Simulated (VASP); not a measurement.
# TiO₂, cohesive energy: which settings are enough?

TiO₂, P4_2/mnm (no. 136), 6 atoms in the cell. PBEsol; PAW potentials Ti_sv, O (PBE set). VASP 6.6.1.

Wanted: cohesive energy within 0.01 eV/atom.

k-point spacing (1/Å): 0.3.

The series start from Cutoff ENCUT (eV): 525; box of the atom (Å): 12; SIGMA of the atom: 0.002; ALGO of the atom: All; k spacing (1/Å): 0.3; SIGMA of the crystal: 0.05; PREC: Accurate; LASPH: .TRUE.. Each series keeps the choices made before it, and each single choice may use up half of a tolerance. Times cover all steps of a run.

## Cutoff ENCUT (eV)

| Cutoff ENCUT (eV) | Cohesive energy (eV/atom) | Time (s) |
|---|---|---|
| 320 | 7.378 | 152 |
| 400 | 7.301 | 222 |
| 460 | 7.282 | 267 |
| 525 | 7.278 | 431 |
| 600 | 7.279 | 476 |
| 725 (reference) | 7.282 | 1218 |

## Box of the atom (Å)

| Box of the atom (Å) | Cohesive energy (eV/atom) | Time (s) |
|---|---|---|
| 6 | 7.090 | 324 |
| 8 | 7.259 | 104 |
| 10 | 7.279 | 224 |
| 12 | 7.282 | 267 |
| 15 (reference) | 7.283 | 597 |

## SIGMA of the atom

| SIGMA of the atom | Cohesive energy (eV/atom) | Time (s) |
|---|---|---|
| 0.2 | 7.287 | 205 |
| 0.1 | 7.279 | 147 |
| 0.05 | 7.279 | 231 |
| 0.01 | 7.279 | 213 |
| 0.002 (reference) | 7.279 | 224 |

## Question

The rows run from the loosest to the tightest. For each series: choose the loosest value from which every tighter one stays within half of the tolerance.

## Answer

- Cutoff ENCUT (eV): 460
- box of the atom (Å): 10
- SIGMA of the atom: 0.1

The choices weren't compared together with a run at all the tightest settings, so their joint error isn't shown.

## The input

INCAR.step1:
```
SYSTEM = TiO2
PREC = Accurate
ENCUT = 460
EDIFF = 1E-6
ISMEAR = 0
SIGMA = 0.1
LREAL = .False.
LASPH = .True.
ALGO = All
NELM = 300
LWAVE = .False.
LCHARG = .False.
GGA = PS
ISYM = 0
ISPIN = 2
MAGMOM = 2
ISEARCH = 1
LMAXMIX = 4
NBANDS = 12
```

INCAR.step2, as INCAR.step1 but for:
```
- NBANDS = 12
+ NBANDS = 9
```

INCAR.step3:
```
SYSTEM = TiO2
PREC = Accurate
ENCUT = 460
EDIFF = 1E-6
ISMEAR = 0
SIGMA = 0.05
LREAL = .False.
LASPH = .True.
ALGO = Normal
NELM = 120
LWAVE = .False.
LCHARG = .False.
GGA = PS
KPAR = 4
```

KPOINTS.step1:
```
Automatic mesh
0
Gamma
  1 1 1
  0 0 0
```

KPOINTS.step3:
```
Automatic mesh
0
Gamma
  5 5 8
  0 0 0
```

POSCAR.step1:
```
Ti
1.0
   10.0000000000      0.0000000000      0.0000000000
    0.0000000000     10.4000000000      0.0000000000
    0.0000000000      0.0000000000     10.8000000000
Ti
1
Direct
    0.5000000000      0.5000000000      0.5000000000
```

POSCAR.step2:
```
O
1.0
   10.0000000000      0.0000000000      0.0000000000
    0.0000000000     10.4000000000      0.0000000000
    0.0000000000      0.0000000000     10.8000000000
O
1
Direct
    0.5000000000      0.5000000000      0.5000000000
```

POSCAR.step3:
```
TiO2
1.0
    4.5922156837      0.0000000000      0.0000000000
    0.0000000000      4.5922156837      0.0000000000
    0.0000000000      0.0000000000      2.9414727168
Ti O
2 4
Direct
    0.0000000000      0.0000000000      0.5000000000
    0.5000000000      0.5000000000      0.0000000000
    0.3043103865      0.3043103865      0.5000000000
    0.1956896135      0.8043103865      0.0000000000
    0.8043103865      0.1956896135      0.0000000000
    0.6956896135      0.6956896135      0.5000000000
```

Commands (each step's output is kept before the next begins):
```
cat potpaw_PBE.64/Ti_sv/POTCAR > POTCAR
cp INCAR.step1 INCAR
cp KPOINTS.step1 KPOINTS
cp POSCAR.step1 POSCAR
mpirun -np 4 vasp_gam > vasp.out
cat potpaw_PBE.64/O/POTCAR > POTCAR
rm WAVECAR CHG
cp INCAR.step2 INCAR
cp POSCAR.step2 POSCAR
mpirun -np 4 vasp_gam > vasp.out
cat potpaw_PBE.64/Ti_sv/POTCAR potpaw_PBE.64/O/POTCAR > POTCAR
rm WAVECAR CHG
cp INCAR.step3 INCAR
cp KPOINTS.step3 KPOINTS
cp POSCAR.step3 POSCAR
mpirun -np 4 vasp_std > vasp.out
```

The chosen input took VASP 6.6.1 147 s on 4 cores (Intel Xeon 6975P-C (Granite Rapids)), a shared host.

## An input that fails: box of the atom far too small (3.5 A)

It runs to its end, but against the unchanged starting input it is off by 2.046 eV/atom in the cohesive energy.

Box of the free atom (Å): 12 becomes 3.5.

Changes against the starting input:
```
(POSCAR.step1)
-   12.0000000000      0.0000000000      0.0000000000
-    0.0000000000     12.4000000000      0.0000000000
-    0.0000000000      0.0000000000     12.8000000000
+    3.5000000000      0.0000000000      0.0000000000
+    0.0000000000      3.9000000000      0.0000000000
+    0.0000000000      0.0000000000      4.3000000000
(POSCAR.step2)
-   12.0000000000      0.0000000000      0.0000000000
-    0.0000000000     12.4000000000      0.0000000000
-    0.0000000000      0.0000000000     12.8000000000
+    3.5000000000      0.0000000000      0.0000000000
+    0.0000000000      3.9000000000      0.0000000000
+    0.0000000000      0.0000000000      4.3000000000
```
